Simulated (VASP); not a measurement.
# CsI (Pm-3m) in VASP: notebook, part 3 of 3

VASP 6.6.1. The steps go on from the part before.

**6. Electron localisation function, revPBE+D3 (volume scaled by 1.15)**

Contents of INCAR:

```
SYSTEM = CsI
PREC = Accurate ; ENCUT = 520
EDIFF = 1E-6 ; ISMEAR = 0
SIGMA = 0.1 ; LREAL = .FALSE.
LASPH = .TRUE. ; NELM = 80
ALGO = Normal ; ISIF = 2
LWAVE = .FALSE. ; LCHARG = .TRUE.
GGA = RE ; IVDW = 11
LELF = .TRUE.
```

Contents of KPOINTS:

```
regular mesh
0
G
  6 6 6
  0 0 0
```

Contents of POSCAR:

```
CsI
1.0
    4.7844838825      0.0000000000      0.0000000000
    0.0000000000      4.7844838825      0.0000000000
    0.0000000000      0.0000000000      4.7844838825
Cs I
1 1
Direct
    0.0000000000      0.0000000000      0.0000000000
    0.5000000000      0.5000000000      0.5000000000
```

Potentials or basis: VASP PAW PBE potentials, release 64 (Cs_sv, I).

Run with:

```
cat potpaw_PBE.64/Cs_sv/POTCAR potpaw_PBE.64/I/POTCAR > POTCAR
mpirun -np 1 vasp_std > vasp.out
```

OUTCAR:

```text
SYSTEM = CsI
   PREC = Accurate
   ENCUT = 520
   EDIFF = 1E-6
   ISMEAR = 0
   LREAL = .FALSE.
   LASPH = .TRUE.
   NELM = 80
   ISIF = 2
   GGA = RE
   IVDW = 11
 IVDW          = 11

 ion  position               nearest neighbor table
   1  0.000  0.000  0.000-
   2  0.500  0.500  0.500-

  LATTYP: Found a simple cubic cell.
 ALAT       =     4.7844838825

  Lattice vectors:

 A1 = (   4.7844838825,   0.0000000000,   0.0000000000)
 A2 = (   0.0000000000,   4.7844838825,   0.0000000000)
 A3 = (   0.0000000000,   0.0000000000,   4.7844838825)

Analysis of symmetry for initial positions (statically):
=====================================================================
 Subroutine PRICEL returns:
 Original cell was already a primitive cell.

 Routine SETGRP: Setting up the symmetry group for a
 simple cubic supercell.

 Subroutine GETGRP returns: Found 48 space group operations
 (whereof 48 operations were pure point group operations)
 out of a pool of 48 trial point group operations.

The static configuration has the point symmetry O_h .

Analysis of symmetry for dynamics (positions and initial velocities):
=====================================================================
 Subroutine PRICEL returns:
 Original cell was already a primitive cell.

 Routine SETGRP: Setting up the symmetry group for a
 simple cubic supercell.

 Subroutine GETGRP returns: Found 48 space group operations
 (whereof 48 operations were pure point group operations)
 out of a pool of 48 trial point group operations.

The dynamic configuration has the point symmetry O_h .

 Subroutine INISYM returns: Found 48 space group operations
 (whereof 48 operations are pure point group operations),
 and found     1 'primitive' translations

----------------------------------------------------------------------------------------

                                     Primitive cell

  volume of cell :     109.5230

  direct lattice vectors                    reciprocal lattice vectors
     4.784483883  0.000000000  0.000000000     0.209008960  0.000000000  0.000000000
     0.000000000  4.784483883  0.000000000     0.000000000  0.209008960  0.000000000
     0.000000000  0.000000000  4.784483883     0.000000000  0.000000000  0.209008960

  length of vectors
     4.784483883  4.784483883  4.784483883     0.209008960  0.209008960  0.209008960

  position of ions in fractional coordinates (direct lattice)
     0.000000000  0.000000000  0.000000000
     0.500000000  0.500000000  0.500000000

  ion indices of the primitive-cell ions
   primitive index   ion index
                 1           1
                 2           2

----------------------------------------------------------------------------------------

 KPOINTS: regular mesh

Automatic generation of k-mesh.
 Grid dimensions read from file:
 generate k-points for:    6    6    6

 Generating k-lattice:

  Cartesian coordinates                     Fractional coordinates (reciprocal lattice)
     0.034834827  0.000000000  0.000000000     0.166666667  0.000000000  0.000000000
     0.000000000  0.034834827  0.000000000     0.000000000  0.166666667  0.000000000
     0.000000000  0.000000000  0.034834827     0.000000000  0.000000000  0.166666667

  Length of vectors
     0.034834827  0.034834827  0.034834827

  Shift w.r.t. Gamma in fractional coordinates (k-lattice)
     0.000000000  0.000000000  0.000000000

 Subroutine IBZKPT returns following result:
 ===========================================

 Found     20 irreducible k-points:

 Following reciprocal coordinates:
            Coordinates               Weight
  0.000000  0.000000  0.000000      1.000000
  0.166667  0.000000  0.000000      6.000000
  0.333333  0.000000  0.000000      6.000000
  0.500000  0.000000  0.000000      3.000000
  0.166667  0.166667  0.000000     12.000000
  0.333333  0.166667  0.000000     24.000000
[... 12 lines left out ...]
  0.500000  0.500000  0.333333      6.000000
  0.500000  0.500000  0.500000      1.000000
   k-points           NKPTS =     20   k-points in BZ     NKDIM =     20   number of bands    NBANDS=     12
   number of dos      NEDOS =    301   number of ions     NIONS =      2
   total plane-waves  NPLWV =  46656
   dimension x,y,z NGX =    36 NGY =   36 NGZ =   36
   dimension x,y,z NGXF=    72 NGYF=   72 NGZF=   72
   ions per type =               1   1
   NGX,Y,Z   is equivalent  to a cutoff of  12.51, 12.51, 12.51 a.u.
   NGXF,Y,Z  is equivalent  to a cutoff of  25.02, 25.02, 25.02 a.u.
 SYSTEM =  CsI
   PREC   = accura    normal or accurate (medium, high low for compatibility)
   ISTART =      0    job   : 0-new  1-cont  2-samecut
   ICHARG =      2    charge: 1-file 2-atom 10-const
   ISPIN  =      1    spin polarized calculation?
   LNONCOLLINEAR =      F non collinear calculations
   LSORBIT =      F    spin-orbit coupling
   LASPH  =      T    aspherical Exc in radial PAW
   ENCUT  =  520.0 eV  38.22 Ry    6.18 a.u.   8.90  8.90  8.90*2*pi/ulx,y,z
   NELM   =     80;   NELMIN=  2; NELMDL= -5     # of ELM steps
   EDIFF  = 0.1E-05   stopping-criterion for ELM
   LREAL  =      F    real-space projection
   EDIFFG = 0.1E-04   stopping-criterion for IOM
   NSW    =      0    number of steps for IOM
   IBRION =     -1    ionic relax: 0-MD 1-quasi-New 2-CG
   NFREE  =      0    steps in history (QN), initial steepest desc. (CG)
   ISIF   =      2    stress and relaxation
   ISYM   =      2    0-nonsym 1-usesym 2-fastsym
   POTIM  = 0.5000    time-step for ionic-motion
   TEBEG  =    0.0;   TEEND  =   0.0 temperature during run
   PSTRESS=    0.0 pullay stress
   NELECT =      16.0000    total number of electrons
   NUPDOWN=      -1.0000    fix difference up-down
   EMIN   =  10.00;   EMAX   =-10.00  energy-range for DOS
   EFERMI =   0.00;   METHOD = LEGACY
   ISMEAR =     0;   SIGMA  =   0.10  broadening in eV -4-tet -1-fermi 0-gaus
   EFERMI_NEDOS =   21; number of points for ismear=-14 and -15
   IALGO  =     38    algorithm
   IMIX   =      4    mixing-type and parameters
     AMIX     =   0.40;   BMIX     =  1.00
     AMIX_MAG =   1.60;   BMIX_MAG =  1.00
  volume/ion in A,a.u.               =      54.76       369.55
  Fermi-wavevector in a.u.,A,eV,Ry     =   0.862210  1.629341 10.114654  0.743406
  Thomas-Fermi vector in A             =   1.979978
   LORBIT       =      0    0 simple, 1 ext, 2 COOP (PROOUT), +10 PAW based schemes
   GGA     = RE    functional components
   LHFCALC =     F    Hartree Fock is set to
   AEXX    =    0.0000 exact exchange contribution
   IVDW    =    11    specifies the selected vdW correction
   LEPSILON=     F    determine dielectric tensor
   LRPA    =     F    only Hartree local field effects (RPA)
 non-spin polarized calculation
 Gauss-broadening in eV      SIGMA  =   0.10
  energy-cutoff  :      520.00
  volume of cell :      109.52
 maximum number of plane-waves:      3016
 NGX is ok and might be reduce to    36
   NGX = 17   NGY = 17   NGZ = 17

 number of electron      16.0000000 magnetization

 Free energy of the ion-electron system (eV)
  ---------------------------------------------------
  ext. energy  EPLUGINS =         0.00000000
  ---------------------------------------------------
  free energy    TOTEN  =        -5.09093611 eV

  energy without entropy =       -5.09093611  energy(sigma->0) =       -5.09093611

 E-fermi :   0.5980     XC(G=0):  -6.9492

 val. band max:        0.1549452687   @ k =   0.5000   0.5000   0.0000
 cond. band min:       3.8685565863   @ k =   0.0000   0.0000   0.0000
 fundamental gap:      3.7136113177
 Fermi energy:         0.5979689883

 k-point     1 :       0.0000    0.0000    0.0000
  band No.  band energies     occupation
      1     -20.4871      2.00000
      2     -10.2730      2.00000
      3      -7.2127      2.00000
      4      -7.2127      2.00000
      5      -7.2127      2.00000
      6       0.0583      2.00000
      7       0.0583      2.00000
      8       0.0583      2.00000
      9       3.8686      0.00000
     10       4.6721      0.00000
     11       4.6721      0.00000
     12       7.6471      0.00000
[... 271 lines left out ...]
 k-point    20 :       0.5000    0.5000    0.5000
  band No.  band energies     occupation
      1     -20.4524      2.00000
      2     -10.0922      2.00000
      3      -7.3724      2.00000
      4      -7.3724      2.00000
      5      -7.3724      2.00000
      6      -0.8170      2.00000
      7      -0.8170      2.00000
      8      -0.8170      2.00000
      9       7.0914      0.00000
     10       7.0914      0.00000
     11       7.0914      0.00000
     12       7.4893      0.00000

------------------------ aborting loop because EDIFF is reached ----------------------------------------

 Edisp (eV)   -0.92780

 E8    (eV) :    -0.5381

  FORCE on cell =-STRESS in cart. coord.  units (eV):
  Direction    XX          YY          ZZ          XY          YZ          ZX
  --------------------------------------------------------------------------------------
  -------------------------------------------------------------------------------------
  Total       0.10887     0.10887     0.10887     0.00000     0.00000     0.00000
  in kB       1.59266     1.59266     1.59266     0.00000     0.00000     0.00000
  external pressure =        1.59 kB  Pullay stress =        0.00 kB

 VOLUME and BASIS-vectors are now :
 -----------------------------------------------------------------------------
  energy-cutoff  :      520.00
  volume of cell :      109.52
      direct lattice vectors                 reciprocal lattice vectors
     4.784483883  0.000000000  0.000000000     0.209008960  0.000000000  0.000000000
     0.000000000  4.784483883  0.000000000     0.000000000  0.209008960  0.000000000
     0.000000000  0.000000000  4.784483883     0.000000000  0.000000000  0.209008960

 POSITION                                       TOTAL-FORCE (eV/Angst)
 -----------------------------------------------------------------------------------
      0.00000      0.00000      0.00000         0.000000      0.000000      0.000000
      2.39224      2.39224      2.39224         0.000000      0.000000      0.000000
 -----------------------------------------------------------------------------------
    total drift:                               -0.000000      0.000000      0.000000

  FREE ENERGIE OF THE ION-ELECTRON SYSTEM (eV)
  ---------------------------------------------------
  free  energy   TOTEN  =        -6.0187339166 eV

  energy  without entropy=       -6.0187339166  energy(sigma->0) =       -6.01873392
```

Wall time 16 s (1 thread of Intel Xeon 6975P-C (Granite Rapids), shared host); peak memory 0.2 GiB.

Results:

* Free energy: -6.0187 eV
* Pressure: 0.2 GPa
* Band gap on the k mesh: 3.71 eV, indirect (least direct gap 3.81 eV)
* Dispersion energy per atom: -0.464 eV

Levels at points of the mesh, in eV from the valence-band top:
| k point | band 5 | band 6 | band 7 | band 8 | band 9 | band 10 | band 11 | band 12 |
| --- | --- | --- | --- | --- | --- | --- | --- | --- |
| (0.00, 0.00, 0.00) | -7.37 | -0.10 | -0.10 | -0.10 | 3.71 | 4.52 | 4.52 | 7.49 |
| (0.50, 0.00, 0.00) | -7.33 | -1.20 | -0.17 | -0.17 | 5.38 | 6.13 | 6.29 | 7.00 |
| (0.50, 0.50, 0.00) | -7.31 | -0.73 | -0.73 | 0.00 | 4.43 | 4.99 | 6.13 | 6.13 |
| (0.50, 0.50, 0.50) | -7.53 | -0.97 | -0.97 | -0.97 | 6.94 | 6.94 | 6.94 | 7.33 |

Caveat: the PAW data sets were made with another functional, which shifts forces and pressure a little; spin-orbit coupling is left out, which moves the levels of the heavy elements. A k mesh can miss the band edges.

**7. The reference run**

An earlier run on the cell as given: functional PBE; potentials or basis VASP PAW PBE potentials, release 64 (Cs_sv, I); cutoff 520 eV; k mesh 6 × 6 × 6; occupations fermi-dirac, width 0.05 eV; no spin polarisation.

- Pressure: 0.8 GPa
- Band gap on the k mesh: 3.88 eV, indirect (least direct gap 3.96 eV)

**8. The runs side by side**

```tsv
task	level	potentials or basis	cell	cutoff (eV)	smearing	gap on the mesh (eV)	pressure (GPa)
relaxation of cell and atoms	SCAN+D3(BJ)	VASP PAW PBE potentials, release 64 (Cs_sv, I)	relaxed	600	fermi-dirac 0.02 eV	4.54	0.0
single point	PBEsol	VASP PAW PBE potentials, release 54 (Cs_sv, I)	as given	520	gaussian 0.1 eV	3.70	-0.4
single point	PBE+MBD-FI	VASP PAW PBE potentials, release 64 (Cs_sv, I)	volume scaled by 0.96	520	fermi-dirac 0.05 eV	4.02	0.1
electron localisation function	revPBE+D3	VASP PAW PBE potentials, release 64 (Cs_sv, I)	volume scaled by 1.15	520	gaussian 0.1 eV	3.71	0.2
single point	PBE	VASP PAW PBE potentials, release 64 (Cs_sv, I)	as given	520	fermi-dirac 0.05 eV	3.88	0.8
```

Alike in all rows: no spin polarisation; k mesh 6 × 6 × 6.

Caveats: spin-orbit coupling is left out, which moves the levels of the heavy elements; the PAW data sets were made with another functional, which shifts forces and pressure a little (some runs); the relaxation stopped at its first step, so nothing moved (some runs).

Absolute energies hang on the potentials; compare differences alone.
